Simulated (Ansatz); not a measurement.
Si (Fd-3m) under several functionals

Plane-wave DFT in Ansatz with scalar-relativistic PAW potentials. The same structure was relaxed (cell and atoms, symmetry kept) in separate runs at each level. No spin polarisation.

Q: How do the levels LDA, PBE, PBEsol, r2SCAN compare?

A:
```csv
level,cutoff (eV),k mesh,V (Å³/atom),a (Å),gap (eV)
LDA,420,12×12×12,19.704,5.402,0.44
PBEsol,420,12×12×12,20.055,5.434,0.46
r2SCAN,500,8×8×8,20.165,5.444,0.81
PBE,420,8×8×8,20.459,5.470,0.65
```

The usual order of volumes, LDA < PBEsol < PBE, holds here (19.704, 20.055, 20.459 Å³/atom). As a rule LDA overbinds; PBEsol, built on the gradient expansion of slowly varying densities, lies between LDA and PBE; PBE's stronger gradient term for exchange weakens bonds. r2SCAN lies 1.4 % under PBE in volume. Each gap belongs to its own cell, so it mixes the functional's effect with that of the volume; gaps are the least found on the k mesh or on a band path.

Cost: 4 runs of about 0.22 core-minutes in all, on Intel Xeon 6975P-C (Granite Rapids), Intel Xeon Platinum 8259CL (Skylake/Cascade Lake), AMD EPYC 9R45 (Zen 5) (shared hosts).